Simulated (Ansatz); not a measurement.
Here is an Ansatz 0.2.0 calculation.

The input input.yaml:

```yaml
crystal:
  lattice:
    - [0.0, 2.7218511865, 2.7218511865]
    - [2.7218511865, 0.0, 2.7218511865]
    - [2.7218511865, 2.7218511865, 0.0]
  atoms:
    - { symbol: Si, position: [0.5, 0.5, 0.5] }
    - { symbol: Si, position: [0.75, 0.75, 0.75] }
hamiltonian:
  xc: lda
  pseudopotentials: { kind: paw }
kpoints:
  mp_grid: { grid: [8, 8, 8] }
  band_path:
    path:
      - [[0.0, 0.0, 0.0], [0.5, 0.0, 0.5], [0.5, 0.25, 0.75], [0.375, 0.375, 0.75], [0.0, 0.0, 0.0], [0.5, 0.5, 0.5], [0.625, 0.25, 0.625], [0.5, 0.25, 0.75], [0.5, 0.5, 0.5], [0.375, 0.375, 0.75]]
      - [[0.625, 0.25, 0.625], [0.5, 0.0, 0.5]]
    npoints: 14
scf:
  occupations: { method: fermi_dirac, width: 0.05 }
  n_extra_bands: 6
output:
  forces: true
  stress: true
  eigenvalues: true
  fatbands: false
  write_density: true
  write_potential: true
  elf: true
  volumetric_format: npy
```

Potentials or basis: Ansatz PAW.

The run is started by

```sh
$ ansatz run input.yaml --threads 2 --pin off --max-ram 5632MiB --backend cpu --events-out ev --progress --plain --runs-dir out
```

Q: Predict the pressure.

A: -2.1 GPa.

Q: Estimate the band gap on the k mesh.

A: 0.53 eV, indirect (least direct gap 2.52 eV).

Q: Estimate the band gap along the path.

A: 0.48 eV, indirect (least direct gap 2.52 eV).

Levels at the corners of the path, in eV from the valence-band top:
```tsv
point	band 1	band 2	band 3	band 4	band 5	band 6	band 7	band 8	band 9
Γ	-11.92	0.00	0.00	0.00	2.52	2.52	2.52	3.10	7.64
X	-7.80	-7.80	-2.83	-2.83	0.62	0.62	9.91	9.91	10.90
W	-7.64	-7.64	-3.85	-3.85	4.18	4.18	4.89	4.89	10.43
K	-8.21	-7.21	-4.30	-2.41	1.11	4.04	7.37	7.87	8.04
Γ	-11.92	0.00	0.00	0.00	2.52	2.52	2.52	3.10	7.64
L	-9.60	-6.96	-1.19	-1.19	1.39	3.30	3.30	7.50	10.50
U	-8.21	-7.21	-4.30	-2.41	1.11	4.04	7.37	7.87	8.04
W	-7.64	-7.64	-3.85	-3.85	4.18	4.18	4.89	4.89	10.43
L	-9.60	-6.96	-1.19	-1.19	1.39	3.30	3.30	7.50	10.50
K	-8.21	-7.21	-4.30	-2.41	1.11	4.04	7.37	7.87	8.04
U	-8.21	-7.21	-4.30	-2.41	1.11	4.04	7.37	7.87	8.04
X	-7.80	-7.80	-2.83	-2.83	0.62	0.62	9.91	9.91	10.90
```

Caveat: the PAW data sets come from PBE, with cores solved anew for the run's functional, which leaves a small shift of forces and pressure. Expect the measured gap to be larger: semilocal functionals such as LDA lack the derivative discontinuity.
